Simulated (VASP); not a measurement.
# Cu (Fm-3m) in VASP: notebook

Runs on Cu. Level: PBE. Tasks: single point.

Everything below comes from runs of VASP 6.6.1. Logs are shortened: lines on timing, memory, paths and dates and some standing lists are left out, and cuts for length are marked.

## (1) Starting point

The structure is cubic, space group Fm-3m (No. 225). The conventional cell has a = 3.615 Å, b = 3.615 Å, c = 3.615 Å, α = 90.00°, β = 90.00°, γ = 90.00°. Cu (site symmetry m-3m) has 12 Cu at 2.56 Å as nearest neighbours.

## (2) Single point, PBE

File INCAR:

```
SYSTEM = Cu
  PREC = Accurate
  ENCUT = 460
  EDIFF = 1E-7
  ISMEAR = 1
  SIGMA = 0.02
  LREAL = .False.
  LASPH = .True.
  NELM = 100
  ALGO = Normal
  ISIF = 2
  LWAVE = .False.
  LCHARG = .False.
  GGA = PE
  NBANDS = 12
  ADDGRID = .False.
```

File KPOINTS:

```
regular mesh
0
Gamma
  11 11 11
  0 0 0
```

File POSCAR:

```
Cu
1.0
    0.0000000000      1.8075000000      1.8075000000
    1.8075000000      0.0000000000      1.8075000000
    1.8075000000      1.8075000000      0.0000000000
Cu
1
Direct
    0.0000000000      0.0000000000      0.0000000000
```

Potentials or basis: VASP PAW PBE potentials, release 64 (Cu).

The run is started by

```console
$ cat potpaw_PBE.64/Cu/POTCAR > POTCAR
$ mpirun -np 1 vasp_std > vasp.out
```

OUTCAR:

```text
SYSTEM = Cu
   PREC = Accurate
   ENCUT = 460
   EDIFF = 1E-7
   ISMEAR = 1
   LREAL = .False.
   LASPH = .True.
   NELM = 100
   ISIF = 2
   GGA = PE

 Found     56 irreducible k-points:

 Following reciprocal coordinates:
            Coordinates               Weight
  0.000000  0.000000  0.000000      1.000000
  0.090909  0.000000  0.000000      8.000000
  0.181818  0.000000  0.000000      8.000000
  0.272727  0.000000  0.000000      8.000000
  0.363636  0.000000  0.000000      8.000000
  0.454545  0.000000  0.000000      8.000000
   k-points           NKPTS =     56   k-points in BZ     NKDIM =     56   number of bands    NBANDS=     12
   number of dos      NEDOS =    301   number of ions     NIONS =      1
   total plane-waves  NPLWV =   5832
   dimension x,y,z NGX =    18 NGY =   18 NGZ =   18
   dimension x,y,z NGXF=    36 NGYF=   36 NGZF=   36
   ions per type =               1
   NGX,Y,Z   is equivalent  to a cutoff of  11.71, 11.71, 11.71 a.u.
   NGXF,Y,Z  is equivalent  to a cutoff of  23.41, 23.41, 23.41 a.u.
 SYSTEM =  Cu
   PREC   = accura    normal or accurate (medium, high low for compatibility)
   ISTART =      0    job   : 0-new  1-cont  2-samecut
   ICHARG =      2    charge: 1-file 2-atom 10-const
   ISPIN  =      1    spin polarized calculation?
   LNONCOLLINEAR =      F non collinear calculations
   LSORBIT =      F    spin-orbit coupling
   LASPH  =      T    aspherical Exc in radial PAW
   ENCUT  =  460.0 eV  33.81 Ry    5.81 a.u.   4.47  4.47  4.47*2*pi/ulx,y,z
   NELM   =    100;   NELMIN=  2; NELMDL= -5     # of ELM steps
   EDIFF  = 0.1E-06   stopping-criterion for ELM
   LREAL  =      F    real-space projection
   EDIFFG = 0.1E-05   stopping-criterion for IOM
   NSW    =      0    number of steps for IOM
   IBRION =     -1    ionic relax: 0-MD 1-quasi-New 2-CG
   NFREE  =      0    steps in history (QN), initial steepest desc. (CG)
   ISIF   =      2    stress and relaxation
   ISYM   =      2    0-nonsym 1-usesym 2-fastsym
   POTIM  = 0.5000    time-step for ionic-motion
   TEBEG  =    0.0;   TEEND  =   0.0 temperature during run
   PSTRESS=    0.0 pullay stress
   NELECT =      11.0000    total number of electrons
   NUPDOWN=      -1.0000    fix difference up-down
   EMIN   =  10.00;   EMAX   =-10.00  energy-range for DOS
   EFERMI =   0.00;   METHOD = LEGACY
   ISMEAR =     1;   SIGMA  =   0.02  broadening in eV -4-tet -1-fermi 0-gaus
   EFERMI_NEDOS =   21; number of points for ismear=-14 and -15
   IALGO  =     38    algorithm
   IMIX   =      4    mixing-type and parameters
     AMIX     =   0.40;   BMIX     =  1.00
     AMIX_MAG =   1.60;   BMIX_MAG =  1.00
  volume/ion in A,a.u.               =      11.81        79.70
  Fermi-wavevector in a.u.,A,eV,Ry     =   1.598763  3.021224 34.777078  2.556043
  Thomas-Fermi vector in A             =   2.696162
   LORBIT       =      0    0 simple, 1 ext, 2 COOP (PROOUT), +10 PAW based schemes
   GGA     = PE    functional components
   LHFCALC =     F    Hartree Fock is set to
   AEXX    =    0.0000 exact exchange contribution
   IVDW    =     0    specifies the selected vdW correction
   LEPSILON=     F    determine dielectric tensor
   LRPA    =     F    only Hartree local field effects (RPA)
 non-spin polarized calculation
 Methfessel and Paxton  Order N= 1 SIGMA  =   0.02
  energy-cutoff  :      460.00
  volume of cell :       11.81
 maximum number of plane-waves:       276
 NGX is ok and might be reduce to    18
   NGX =  9   NGY =  9   NGZ =  9

 number of electron      11.0000013 magnetization

 Free energy of the ion-electron system (eV)
  ---------------------------------------------------
  ext. energy  EPLUGINS =         0.00000000
  ---------------------------------------------------
  free energy    TOTEN  =        -3.73137119 eV

  energy without entropy =       -3.73138009  energy(sigma->0) =       -3.73137415

 E-fermi :   7.7662     XC(G=0): -12.7262

 val. band max:        7.5388210151   @ k =   0.4545   0.2727   0.0000
 cond. band min:       7.7814251050   @ k =   0.4545   0.3636   0.0000
 fundamental gap:      0.2426040899
 Fermi energy:         7.7662201662

 k-point     1 :       0.0000    0.0000    0.0000
  band No.  band energies     occupation
      1      -1.7666      2.00000
      2       4.5535      2.00000
      3       4.5535      2.00000
      4       4.5535      2.00000
      5       5.3755      2.00000
      6       5.3755      2.00000
      7      30.1804      0.00000
      8      32.8228      0.00000
      9      32.8228      0.00000
     10      32.8228      0.00000
     11      35.3139      0.00000
     12      35.3139      0.00000

 k-point     2 :       0.0909    0.0000    0.0000
  band No.  band energies     occupation
      1      -1.4667      2.00000
      2       4.4919      2.00000
      3       4.6075      2.00000
      4       4.6075      2.00000
      5       5.3552      2.00000
      6       5.3552      2.00000
      7      28.1051      0.00000
      8      30.9899      0.00000
      9      32.0354      0.00000
     10      32.0354      0.00000
     11      36.5117      0.00000
     12      36.5117      0.00000

 k-point     3 :       0.1818    0.0000    0.0000
  band No.  band energies     occupation
      1      -0.5970      2.00000
      2       4.3563      2.00000
      3       4.7037      2.00000
      4       4.7037      2.00000
      5       5.3575      2.00000
      6       5.3575      2.00000
      7      23.4468      0.00000
      8      30.5297      0.00000
      9      30.9931      0.00000
     10      30.9931      0.00000
     11      37.1436      0.00000
     12      37.5696      0.00000

 k-point     4 :       0.2727    0.0000    0.0000
  band No.  band energies     occupation
      1       0.7050      2.00000
      2       4.3182      2.00000
      3       4.6940      2.00000
      4       4.6940      2.00000
      5       5.5112      2.00000
      6       5.5112      2.00000
      7      18.9401      0.00000
      8      29.8757      0.00000
      9      30.2490      0.00000
     10      30.2490      0.00000
     11      35.5458      0.00000
     12      35.5458      0.00000

 k-point     5 :       0.3636    0.0000    0.0000
  band No.  band energies     occupation
      1       1.9545      2.00000
      2       4.6008      2.00000
      3       4.6008      2.00000
      4       4.8354      2.00000
      5       5.7531      2.00000
      6       5.7531      2.00000
      7      14.9269      0.00000
      8      29.1669      0.00000
      9      29.8286      0.00000
     10      29.8287      0.00000
     11      33.7727      0.00000
     12      33.7728      0.00000

 k-point     6 :       0.4545    0.0000    0.0000
  band No.  band energies     occupation
      1       2.4622      2.00000
      2       4.5298      2.00000
      3       4.5298      2.00000
      4       5.9198      2.00000
      5       5.9198      2.00000
      6       6.2158      2.00000
      7      11.8931      0.00000
      8      28.7306      0.00000
      9      29.6696      0.00000
     10      29.6696      0.00000
     11      32.7892      0.00000
     12      32.7892      0.00000

 [... further k-points ...]

------------------------ aborting loop because EDIFF is reached ----------------------------------------

  FORCE on cell =-STRESS in cart. coord.  units (eV):
  Direction    XX          YY          ZZ          XY          YZ          ZX
  --------------------------------------------------------------------------------------
  -------------------------------------------------------------------------------------
  Total        0.1111073      0.1111073      0.1111073     -0.0000000     -0.0000000     -0.0000000
  in kB       15.0725979     15.0725979     15.0725979     -0.0000000     -0.0000000     -0.0000000
  external PRESSURE =      15.0725979 kB  Pullay stress =       0.0000000 kB

 VOLUME and BASIS-vectors are now :
 -----------------------------------------------------------------------------
  energy-cutoff  :      460.00
  volume of cell :       11.81
      direct lattice vectors                 reciprocal lattice vectors
     0.000000000  1.807500000  1.807500000    -0.276625173  0.276625173  0.276625173
     1.807500000  0.000000000  1.807500000     0.276625173 -0.276625173  0.276625173
     1.807500000  1.807500000  0.000000000     0.276625173  0.276625173 -0.276625173

 POSITION                                       TOTAL-FORCE (eV/Angst)
 -----------------------------------------------------------------------------------
      0.00000      0.00000      0.00000         0.000000     -0.000000     -0.000000
 -----------------------------------------------------------------------------------
    total drift:                                0.000000     -0.000000      0.000000

  FREE ENERGIE OF THE ION-ELECTRON SYSTEM (eV)
  ---------------------------------------------------
  free  energy   TOTEN  =        -3.7313711877 eV

  energy  without entropy=       -3.7313800886  energy(sigma->0) =       -3.73137415
```

It took 4.2 s on 1 thread of AMD EPYC 9R45 (Zen 5), shared host; peak memory 0.09 GiB.

These settings aren't checked as converged: the numbers below hold their error.

What came out:

- Free energy: -3.7314 eV
- Pressure: 1.5 GPa
- Band gap on the k mesh: none (metal or under the smearing width)

## (3) Single point, PBE

INCAR is that of step 2.

KPOINTS is that of step 2.

File POSCAR:

```
Cu
1.0
   -0.0335610000      1.7894160000      1.7776830000
    1.7981850000     -0.0227470000      1.7668690000
    1.8176490000      1.7980650000     -0.0422110000
Cu
1
Direct
    0.0167750000     -0.0332640000      0.0016970000
```

Potentials or basis: VASP PAW PBE potentials, release 64 (Cu).

The run is started by

```console
$ cat potpaw_PBE.64/Cu/POTCAR > POTCAR
$ mpirun -np 1 vasp_std > vasp.out
```

It took 38 s on 1 thread of AMD EPYC 9R45 (Zen 5), shared host; peak memory 0.15 GiB.

These settings aren't checked as converged: the numbers below hold their error.

What came out:

| Property | Result |
| --- | --- |
| Free energy | -3.7264 eV |
| Pressure | 1.7 GPa |
| Band gap on the k mesh | none (metal or under the smearing width) |

## (4) Single point, PBE

INCAR, as its differences from that of step 3:

```diff
@@ -1,3 +1,3 @@
 SYSTEM = Cu
-  PREC = Accurate
+  PREC = Low
   ENCUT = 460
@@ -5,3 +5,3 @@
   ISMEAR = 1
-  SIGMA = 0.02
+  SIGMA = 0.1
   LREAL = .False.
```

KPOINTS is that of step 3.

File POSCAR:

```
Cu
1.0
    0.0000000000      1.8075000000      1.8075000000
    1.8075000000      0.0000000000      1.8075000000
    1.8075000000      1.8075000000      0.0000000000
Cu
1
Direct
    0.0000000000      0.0000000000      0.0000000000
```

The run is started by

```console
$ cat potpaw_PBE.64/Cu/POTCAR > POTCAR
$ mpirun -np 1 vasp_std > vasp.out
```

Run time: 2.7 s. Hardware: 1 thread of AMD EPYC 9R45 (Zen 5), shared host; peak memory 0.07 GiB.

These settings aren't checked as converged: the numbers below hold their error.

Results:

```
Free energy            : -3.7344 eV
Pressure               : 1.5 GPa
Band gap on the k mesh : none (metal or under the smearing width)
```

## (5) For comparison

An earlier run on the cell as given: functional PBE; potentials or basis VASP PAW PBE potentials, release 64 (Cu); cutoff 520 eV; k mesh 13 × 13 × 13; occupations fermi-dirac, width 0.05 eV; no spin polarisation.

- Pressure: 2.2 GPa
- Band gap on the k mesh: none (metal or under the smearing width)
